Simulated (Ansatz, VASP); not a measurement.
## W: VASP beside Ansatz

```xyz
1
Lattice="0.0000 2.0300 1.9488 2.0300 0.0000 1.9488 2.0300 2.0300 0.0000" Properties=species:S:1:pos:R:3 pbc="T T T"
W     0.0000    0.0000    0.0000
```

Change from the starting cell: strain -0.0400 x Voigt [0, 0, 1, 0, 0, 0], atoms carried along.

Alike in both runs: task single point; functional PBEsol; k mesh 20 × 20 × 20; occupations gaussian, width 0.15 eV; no spin polarisation.

```csv
,VASP,Ansatz
version,VASP 6.6.1,Ansatz 0.2.0
potentials or method,"VASP PAW PBE potentials, release 64 (W_sv)","scalar-relativistic, plane waves, PAW"
plane-wave cutoff (eV),520,420
valence electrons in the cell,14,14
```

Ansatz gave:

```
gap on the k mesh at the Fermi level (eV)       : none
pressure (GPa)                                  : -1.6
largest component of the traceless stress (GPa) : 8.98
```

Question: What did VASP give for the same quantities?

Answer: gap on the k mesh at the Fermi level (eV): none; pressure (GPa): -0.9; largest component of the traceless stress (GPa): 9.07.

A gap of «none» marks a metal or a gap that the smearing closes.

Caveats: the PAW data sets were made with another functional, which shifts forces and pressure a little (VASP). Spin-orbit coupling is left out, which matters for the levels of W.
